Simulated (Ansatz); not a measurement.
Runs of Ansatz 0.2.0 on Si. The structure is orthorhombic, space group Fmmm (No. 69). Conventional cell: a = 4.845 Å, b = 5.320 Å, c = 9.286 Å, α = 90.00°, β = 90.00°, γ = 90.00°. Si (site symmetry mm2) is surrounded by 6 Si at 2.48 to 2.72 Å. Around Si (site symmetry m2m) lie 5 Si at 2.42 to 2.51 Å. This isn't the form of Si at room conditions, which is diamond.

| task | level | cell | points for each segment of the path | gap on the mesh (eV) | pressure (GPa) | relaxed volume (Å³/atom) | largest force (eV/Å) |
| --- | --- | --- | --- | --- | --- | --- | --- |
| relaxation of cell and atoms | HSE06 | relaxed | - | none | 0.0 | 15.17 | 0.01 |
| relaxation of cell and atoms | PBE0 | relaxed | - | none | 0.0 | 15.12 | - |
| band structure | HSE06 | as given | 4 | none | 1.4 | - | 0.04 |
| single point | PBE0 | as given | - | none | (a) | - | (b) |

Alike in all rows: potentials or basis Ansatz PAW; no spin polarisation; k mesh 6 × 6 × 6; cutoff (eV) 420; smearing fermi-dirac 0.05 eV.

Task: Fill in the values left out.

Result: (a) 1.0; (b) 0.07.

Caveats: the PAW data sets come from PBE, with cores solved anew for the run's functional, which leaves a small shift of forces and pressure; the plane-wave basis is chosen anew once the cell has moved, so the energies of steps on either side of that aren't comparable (some runs); the thresholds are loose for stress (some runs).

A gap of «none» marks a metal or a gap under the smearing width.
